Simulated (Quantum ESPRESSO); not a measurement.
# La: phonon dispersion with PBE

La:

```
CELL_PARAMETERS angstrom
-2.12383 2.12383 2.12383
2.12383 -2.12383 2.12383
2.12383 2.12383 -2.12383
ATOMIC_POSITIONS crystal
La 0.00000 0.00000 0.00000
```

This isn't the form of La at room conditions, which is double hcp.

```json
{"Program": "Quantum ESPRESSO 7.5", "Task": "phonon dispersion", "Functional": "PBE", "Potentials or basis": "GBRV 1.5 PBE", "Cutoff": "612 eV", "Density cutoff": "4898 eV", "k mesh": "10 × 10 × 10", "Occupations": "cold, width 0.2 eV", "Spin": "no spin polarisation", "Mixing beta": "0.5", "Most SCF iterations": "120", "SCF threshold": "2e-10 Ry", "q mesh": "2 × 2 × 2"}
```

The relaxed volume is 37.83 Å³/atom. The relaxed cell is a = 3.663 Å, b = 3.663 Å, c = 3.663 Å, α = 109.47°, β = 109.47°, γ = 109.47° and the space group after relaxing (to 0.05 Å) is Im-3m (No. 229). The pressure after relaxing is 0.0 GPa. The band gap on the k mesh is none (metal or under the smearing width), the highest phonon frequency is 65 cm⁻¹ and the most unstable mode is 58i cm⁻¹.

Step by step:
```
step  energy change (eV)  largest force (eV/Å)  pressure (GPa)  volume (Å³)
   1              0.0000                0.0000           -0.32        38.32
   2             -0.0001                0.0000           -0.28        38.26
   3             -0.0003                0.0000           -0.22        38.16
   4             -0.0004                0.0000           -0.13        38.02
   5             -0.0005                0.0000            0.00        37.83
   6             -0.0005                0.0000            0.00        37.83
```

Final structure:
```yaml
crystal:
  lattice:
    - [-2.11479, 2.11479, 2.11479]
    - [2.11479, -2.11479, 2.11479]
    - [2.11479, 2.11479, -2.11479]
  atoms:
    - { symbol: La, position: [0.00000, 0.00000, 0.00000] }
```

Levels at points of the mesh, in eV from the Fermi level:
| k point | band 2 | band 3 | band 4 | band 5 | band 6 | band 7 | band 8 | band 9 | band 10 | band 11 |
| --- | --- | --- | --- | --- | --- | --- | --- | --- | --- | --- |
| (0.00, 0.00, 0.00) | -15.97 | -15.97 | -15.97 | -3.28 | 1.43 | 1.43 | 1.43 | 1.56 | 1.56 | 1.56 |
| (0.00, 0.00, -0.50) | -17.27 | -16.38 | -15.99 | -1.84 | -0.22 | 1.56 | 1.61 | 1.90 | 2.15 | 2.17 |
| (-0.50, -0.50, -0.50) | -16.85 | -16.85 | -16.85 | -1.87 | -1.87 | 1.71 | 1.86 | 1.86 | 1.86 | 2.36 |

Phonon frequencies in cm⁻¹ (negative: imaginary):
```
               q point  frequencies
 (0.000, 0.000, 0.000)        0 0 0
(0.219, -0.219, 0.219)     16 16 18
(0.438, -0.438, 0.438)     62 62 62
(0.273, -0.273, 0.500)     31 45 56
 (0.000, 0.000, 0.458)   -58 -30 41
 (0.000, 0.000, 0.167)   -29 -15 21
 (0.050, 0.050, 0.050)   -19 -19 18
 (0.167, 0.167, 0.167)   -49 -49 21
 (0.283, 0.150, 0.283)  -56 -40 -40
(0.400, -0.200, 0.400)     17 49 49
 (0.250, 0.250, 0.250)  -48 -48 -48
 (0.056, 0.056, 0.444)   -58 -32 38
```

Phonon frequencies at the corners of the path (cm⁻¹, interpolated; i marks imaginary ones):
```tsv
point	frequencies
Γ	0 0 0
H	65 65 65
N	58i 30i 42
P	48i 48i 48i
```

Phonon states per cell in windows of 10 cm⁻¹ (negative: imaginary):
```
from (cm⁻¹)  total
        -60   0.33
        -50   0.31
        -40   0.33
        -30   0.33
        -20   0.19
        -10   0.10
          0   0.09
         10   0.12
         20   0.25
         30   0.46
         40   0.30
         50   0.16
         60   0.03
```

Wall time 13 min on 1 thread of Arm Neoverse V1 (shared host), peak memory 0.32 GiB.

Caveat: some modes are imaginary; the q mesh is small, so phonon branches between its points and thermal values are rough. The run has no spin-orbit coupling, so splittings on La are missing.
